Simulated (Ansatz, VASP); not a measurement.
**Ce in VASP and in Ansatz**

Contents of INCAR:

```
ALGO = Normal ; EDIFF = 1E-6
ENCUT = 520 ; ISIF = 2
ISMEAR = -1 ; LASPH = T
LCHARG = T ; LELF = T
LREAL = F ; LVHAR = T
LWAVE = F ; NBANDS = 19
NELM = 100 ; PREC = Accurate
SIGMA = 0.05
```

Contents of KPOINTS:

```
k-points
0
Gamma
  15 15 7
```

The input POSCAR:

```
Ce
1.0
    3.1422730822      0.0000000000      0.0000000000
   -1.5711365411      2.7212883148      0.0000000000
    0.0000000000      0.0000000000      5.8267817786
Ce
2
Direct
    0.3333333333      0.6666666667      0.2500000000
    0.6666666667      0.3333333333      0.7500000000
```

Input for Ansatz:

```yaml
crystal:
  lattice:
    - [3.1422730822, 0.0, 0.0]
    - [-1.5711365411, 2.7212883148, 0.0]
    - [0.0, 0.0, 5.8267817786]
  atoms:
    - { symbol: Ce, position: [0.3333333333, 0.6666666667, 0.25] }
    - { symbol: Ce, position: [0.6666666667, 0.3333333333, 0.75] }
kpoints:
  mp_grid: { grid: [15, 15, 7] }
scf:
  occupations: { method: fermi_dirac, width: 0.05 }
hamiltonian:
  xc: lda
  pseudopotentials: { kind: all_electron, lapw: { basis_error: 0.00025 } }
output:
  forces: true
  stress: true
  eigenvalues: true
```

Change from the starting cell: volume scaled by 0.98.

Alike in both runs: task single point; functional LDA; k mesh 15 × 15 × 7; occupations fermi-dirac, width 0.05 eV; no spin polarisation.

```csv
,VASP,Ansatz
version,VASP 6.6.1,Ansatz 0.2.0
potentials or method,"VASP PAW LDA potentials, release 64 (Ce)","all-electron LAPW, scalar-relativistic"
plane-wave cutoff (eV),520,see its input
```

VASP gave:

```
pressure (GPa)                                  : -4.6
largest component of the traceless stress (GPa) : 0.15
```

What did Ansatz give for the same quantities?

Pressure (GPa): -4.1; largest component of the traceless stress (GPa): 0.19.

Ansatz ran all-electron here, so the differences hold the error of VASP's frozen core and of both bases.

The runs have no spin-orbit coupling, so splittings on Ce are missing. Spin polarisation is off, so any magnetic state and its effect on volume and gap are missing.
